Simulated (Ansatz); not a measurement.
Here is an Ansatz 0.2.0 calculation.

File input.yaml:

```yaml
crystal:
  lattice:
    - [0.0, 3.15085, 3.15085]
    - [3.15085, 0.0, 3.15085]
    - [3.15085, 3.15085, 0.0]
  atoms:
    - { symbol: Te, position: [0.5, 0.5, 0.5] }
    - { symbol: Sn, position: [0.0, 0.0, 0.0] }
hamiltonian:
  xc: lda
  pseudopotentials: { kind: paw_fr }
magnetization:
  noncollinear: true
  spin_orbit: true
kpoints:
  mp_grid: { grid: [5, 5, 5] }
  band_path:
    path:
      - [[0.0, 0.0, 0.0], [0.5, 0.0, 0.5], [0.5, 0.25, 0.75], [0.375, 0.375, 0.75], [0.0, 0.0, 0.0], [0.5, 0.5, 0.5], [0.625, 0.25, 0.625], [0.5, 0.25, 0.75], [0.5, 0.5, 0.5], [0.375, 0.375, 0.75]]
      - [[0.625, 0.25, 0.625], [0.5, 0.0, 0.5]]
    npoints: 14
scf:
  occupations: { method: fermi_dirac, width: 0.05 }
  n_extra_bands: 6
output:
  forces: true
  stress: true
  eigenvalues: true
  fatbands: false
```

Potentials or basis: Ansatz PAW.

Launch:

```sh
$ ansatz run input.yaml --threads 2 --pin off --max-ram 5632MiB --backend cpu --events-out ev --progress --plain --runs-dir out
```

(1) What does it give for the pressure?

(2) Predict the band gap along the path.

## Answers

(1) -1.6 GPa.

(2) 0.21 eV, indirect (least direct gap 0.27 eV).

Caveat: this odd mesh misses L, where the gap lies, so gap, dielectric constants and Born charges aren't listed; the PAW data sets come from PBE, with cores solved anew for the run's functional, which leaves a small shift of forces and pressure.

**The experiment to reproduce.**

A printed reference work, textbook reports, for a bulk crystal of SnTe at 300 K: band gap 0.18 eV (direct).

Measured direct gap of SnTe: 0.18 eV (direct; 300 K; a printed reference work, textbook). This calculation gives 0.27 eV (+0.09 eV). The value is that of LDA, without temperature or zero-point motion.
